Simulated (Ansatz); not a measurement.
Density of states of CdSe (P6_3mc, a = 4.383 Å, b = 4.383 Å, c = 7.154 Å, α = 90.00°, β = 90.00°, γ = 120.00°), in states per eV and primitive cell, averaged over bins of 0.5 eV. The calculation used DFT PBE, scalar-relativistic, plane waves, PAW (Ansatz 0.2.0).

Plane waves to 420 eV, a k mesh through Γ of 12×12×6 on the computed 4-atom cell and Gaussian smearing (0.02 eV); no spin polarisation.

The cell is relaxed at this level. The states (both spins) are summed by tetrahedra on a 18×18×9 mesh at the self-consistent density. Energies are bin centres; the table starts no lower than −8 eV and ends at 6 eV, or lower where the solved bands end.

The gap is 0.54 eV at this level, with the zero inside it.

| E − E_F (eV) | total | Cd 4d | Se 4p | Cd 5s | Se 4s |
| --- | --- | --- | --- | --- | --- |
| -7.80 | 34.74 | 33.77 | 0.82 | 0.07 | 0.06 |
| -7.30 | 5.26 | 4.87 | 0.04 | 0.04 | 0.30 |
| -6.80 | 0.00 | 0.00 | 0.00 | 0.00 | 0.00 |
| -6.30 | 0.00 | 0.00 | 0.00 | 0.00 | 0.00 |
| -5.80 | 0.00 | 0.00 | 0.00 | 0.00 | 0.00 |
| -5.30 | 0.00 | 0.00 | 0.00 | 0.00 | 0.00 |
| -4.80 | 0.00 | 0.00 | 0.00 | 0.00 | 0.00 |
| -4.30 | 1.86 | 0.03 | 1.17 | 0.63 | 0.01 |
| -3.80 | 3.68 | 0.09 | 2.26 | 1.19 | 0.09 |
| -3.30 | 1.24 | 0.06 | 0.76 | 0.33 | 0.07 |
| -2.80 | 1.51 | 0.05 | 1.21 | 0.16 | 0.05 |
| -2.30 | 2.66 | 0.09 | 2.31 | 0.13 | 0.03 |
| -1.80 | 3.95 | 0.14 | 3.55 | 0.08 | 0.02 |
| -1.30 | 5.74 | 0.23 | 5.22 | 0.05 | 0.01 |
| -0.80 | 2.86 | 0.14 | 2.62 | 0.01 | 0.00 |
| -0.30 | 0.49 | 0.03 | 0.45 | 0.00 | 0.00 |
| 0.20 | 0.00 | 0.00 | 0.00 | 0.00 | 0.00 |
| 0.70 | 0.02 | 0.00 | 0.01 | 0.01 | 0.00 |
| 1.20 | 0.08 | 0.00 | 0.03 | 0.04 | 0.01 |
| 1.70 | 0.21 | 0.00 | 0.06 | 0.11 | 0.02 |
| 2.20 | 0.66 | 0.00 | 0.19 | 0.35 | 0.06 |
| 2.70 | 2.26 | 0.00 | 0.57 | 1.08 | 0.11 |
| 3.20 | 2.93 | 0.01 | 0.75 | 1.26 | 0.07 |
| 3.70 | 1.42 | 0.00 | 0.42 | 0.63 | 0.02 |
| 4.20 | 0.59 | 0.00 | 0.15 | 0.21 | 0.00 |
| 4.70 | 4.13 | 0.01 | 0.33 | 0.31 | 0.01 |
| 5.20 | 2.69 | 0.00 | 0.20 | 0.19 | 0.00 |
| 5.70 | 1.79 | 0.00 | 0.08 | 0.09 | 0.00 |

The columns after the total are the Löwdin projections on the occupied valence shells of the potentials. The rest of the total lies in shells that are empty in the free atom, which aren't projected, and between the atoms.